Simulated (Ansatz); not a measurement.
Molecular dynamics on a 2×2×2 supercell (16 atoms) of SnSe (zincblende), relaxed with r2SCAN. Forces come from PBE in the plane-wave code Ansatz: constant energy and volume (NVE), velocities drawn at 2200 K, steps of 1.5 fs. Classical nuclei, no spin polarisation; a few dozen steps show the first response, not equilibrium. The structure comes from a prototype and may be hypothetical.

```yaml
crystal:
  lattice:
    - [0.0, 6.7279685745, 6.7279685745]
    - [6.7279685745, 0.0, 6.7279685745]
    - [6.7279685745, 6.7279685745, 0.0]
  atoms:
    - { symbol: Sn, position: [0.0, 0.0, 0.0] }
    - { symbol: Se, position: [0.125, 0.125, 0.125] }
    - { symbol: Sn, position: [0.0, 0.0, 0.5] }
    - { symbol: Se, position: [0.125, 0.125, 0.625] }
    - { symbol: Sn, position: [0.0, 0.5, 0.0] }
    - { symbol: Se, position: [0.125, 0.625, 0.125] }
    - { symbol: Sn, position: [0.0, 0.5, 0.5] }
    - { symbol: Se, position: [0.125, 0.625, 0.625] }
    - { symbol: Sn, position: [0.5, 0.0, 0.0] }
    - { symbol: Se, position: [0.625, 0.125, 0.125] }
    - { symbol: Sn, position: [0.5, 0.0, 0.5] }
    - { symbol: Se, position: [0.625, 0.125, 0.625] }
    - { symbol: Sn, position: [0.5, 0.5, 0.0] }
    - { symbol: Se, position: [0.625, 0.625, 0.125] }
    - { symbol: Sn, position: [0.5, 0.5, 0.5] }
    - { symbol: Se, position: [0.625, 0.625, 0.625] }
kpoints:
  mp_grid: { grid: [2, 2, 2] }
hamiltonian:
  xc: pbe
scf:
  occupations: { method: fermi_dirac, width: 0.19 }
md:
  ensemble: nve
  temperature: 2200
  timestep: 1.5
  n_steps: 30
  initial_velocities: maxwell_boltzmann
  seed: 8017
```

Run as `ansatz run input.yaml --threads 4 --pin off --max-ram 3686MiB --backend cpu --events-out ev --progress --plain --runs-dir out`. Wall time 4.3 min on 4 threads of Arm Neoverse V2, with other jobs on the host, load about 0.5 per core; peak host memory 2.5 GiB.

```csv
step,t (fs),T (K),free energy F from step 0 (meV/atom),kinetic energy (meV/atom),largest force (eV/Å)
0,0,2200,0.0,266.6,0.00
1,1.5,2198,0.2,266.4,0.06
2,3,2193,0.8,265.8,0.12
3,4.5,2184,1.9,264.7,0.18
4,6,2172,3.4,263.2,0.24
5,7.5,2157,5.2,261.4,0.29
6,9,2138,7.5,259.1,0.35
7,10.5,2116,10.2,256.4,0.41
8,12,2091,13.2,253.4,0.47
9,13.5,2063,16.6,250.0,0.52
10,15,2032,20.4,246.2,0.58
11,16.5,1998,24.5,242.1,0.63
12,18,1961,29.0,237.7,0.70
13,19.5,1922,33.7,232.9,0.76
14,21,1880,38.8,227.8,0.82
15,22.5,1836,44.1,222.5,0.89
16,24,1790,49.7,216.9,0.96
17,25.5,1742,55.5,211.1,1.03
18,27,1692,61.6,205.0,1.10
19,28.5,1640,67.8,198.8,1.17
20,30,1588,74.2,192.4,1.25
21,31.5,1534,80.8,185.9,1.32
22,33,1479,87.4,179.2,1.40
23,34.5,1424,94.1,172.5,1.48
24,36,1368,100.8,165.8,1.56
25,37.5,1312,107.6,159.0,1.64
26,39,1257,114.3,152.3,1.72
27,40.5,1202,121.0,145.7,1.80
28,42,1148,127.5,139.1,1.88
29,43.5,1095,133.9,132.7,1.96
30,45,1044,140.1,126.5,2.04
```

The temperature goes from 2200 K to 1044 K in 45 fs. The atoms start on their lattice sites with kinetic energy alone, so much of it first passes into potential energy. The conserved energy stays within 0.04 meV an atom. By the last step the atoms have moved 0.30 Å in the root mean square, the drift of the whole cell taken out, 0.47 Å at most.

Positions (Å) and forces (eV/Å) at step 30:
```
Sn   0.057   0.085  -0.260     0.202  -0.440   0.514
Se   1.970   1.893   1.653    -0.521   0.093  -0.575
Sn   3.414   3.413  -0.069    -1.201  -0.425  -0.225
Se   4.795   4.659   1.525     1.066   1.553   0.774
Sn   3.247   0.321   3.402    -0.583  -1.422  -0.510
Se   4.846   1.388   5.043     1.148   0.821   0.425
Sn   6.888   3.610   3.414    -0.761  -1.159  -0.674
Se   8.452   4.809   5.028     0.177   1.199   0.721
Sn  -0.042   3.143   3.477     0.548   0.833  -0.456
Se   1.956   4.892   5.241    -0.850   0.652  -0.639
Sn   3.395   6.828   3.328     0.299  -0.565   0.127
Se   4.962   8.694   5.146     0.230  -1.094   0.012
Sn   3.485   3.396   6.767    -0.107  -0.885   0.120
Se   4.706   4.813   8.576     0.766   0.785   0.456
Sn   6.553   6.695   6.622     0.176  -0.162   0.254
Se   8.551   8.351   8.505    -0.589   0.216  -0.327
```
